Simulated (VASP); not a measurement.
Here is a VASP 6.6.1 calculation.

INCAR

```
SYSTEM = Lu
ALGO = Fast
EDIFF = 1E-7
ENCUT = 520
GGA = PE
ISIF = 2
ISMEAR = 0
LASPH = .TRUE.
LCHARG = .TRUE.
LELF = .TRUE.
LREAL = .FALSE.
LVHAR = .TRUE.
LWAVE = .FALSE.
NBANDS = 18
NELM = 60
PREC = Accurate
SIGMA = 0.05
```

The input KPOINTS:

```
k-points
0
G
  16 16 16
  0 0 0
```

The input POSCAR:

```
Lu
1.0
   -1.9490647995      1.9490647995      1.9490647995
    1.9490647995     -1.9490647995      1.9490647995
    1.9490647995      1.9490647995     -1.9490647995
Lu
1
Direct
    0.0000000000      0.0000000000      0.0000000000
```

Potentials or basis: VASP PAW PBE potentials, release 64 (Lu).

Launch:

```console
$ cat potpaw_PBE.64/Lu/POTCAR > POTCAR
$ mpirun -np 1 vasp_std > vasp.out
```

(1) Predict the pressure.

(2) Estimate the band gap on the k mesh.

Answers

(1) 0.1 GPa.

(2) none (metal or under the smearing width).
